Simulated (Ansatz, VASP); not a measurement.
# One calculation of C, two programs

File INCAR:

```
ALGO = Normal
EDIFF = 1E-7
EDIFFG = -0.005
ENCUT = 600
GGA = RE
IBRION = 2
ISIF = 3
ISMEAR = -1
LASPH = True
LCHARG = False
LREAL = False
LWAVE = False
NELM = 100
NSW = 80
PREC = Accurate
SIGMA = 0.05
```

File KPOINTS:

```
k-points
0
Gamma
  13 13 13
```

The input POSCAR:

```
C
1.0
    0.0000000000      1.7833700000      1.7833700000
    1.7833700000      0.0000000000      1.7833700000
    1.7833700000      1.7833700000      0.0000000000
C
2
Direct
    0.7500000000      0.7500000000      0.7500000000
    0.5000000000      0.5000000000      0.5000000000
```

Contents of input.yaml:

```yaml
crystal:
  lattice:
    - [0.0, 1.78337, 1.78337]
    - [1.78337, 0.0, 1.78337]
    - [1.78337, 1.78337, 0.0]
  atoms:
    - { symbol: C, position: [0.75, 0.75, 0.75] }
    - { symbol: C, position: [0.5, 0.5, 0.5] }
kpoints:
  mp_grid: { grid: [13, 13, 13] }
scf:
  occupations: { method: fermi_dirac, width: 0.05 }
hamiltonian:
  xc: revpbe
  pseudopotentials: { kind: all_electron, lapw: { basis_error: 0.001 } }
output:
  forces: true
  stress: true
relax:
  f_tol: 0.005
  max_steps: 60
  cell: {}
```

This isn't the form of C at room conditions, which is graphite.

Alike in both runs: task relaxation of cell and atoms; functional revPBE; k mesh 13 × 13 × 13; occupations fermi-dirac, width 0.05 eV; no spin polarisation.

|  | VASP | Ansatz |
| --- | --- | --- |
| version | VASP 6.6.1 | Ansatz 0.2.0 |
| potentials or method | VASP PAW PBE potentials, release 64 (C) | all-electron LAPW, scalar-relativistic |
| plane-wave cutoff (eV) | 600 | see its input |

VASP gave:

| Item | Value |
| --- | --- |
| relaxed volume (Å³/atom) | 5.75 |
| relaxed cell length with the largest relative difference (Å) | 2.534 |
| energy change over the relaxation (meV/atom) | -2 |

Question: Estimate Ansatz's values.

Answer: Relaxed volume (Å³/atom): 5.76; relaxed cell length with the largest relative difference (Å): 2.534; energy change over the relaxation (meV/atom): -2.

Ansatz ran all-electron here, so the differences hold the error of VASP's frozen core and of both bases.

Caveats: the PAW data sets were made with another functional, which shifts forces and pressure a little (VASP). Zero-point motion and thermal expansion aren't in these numbers.
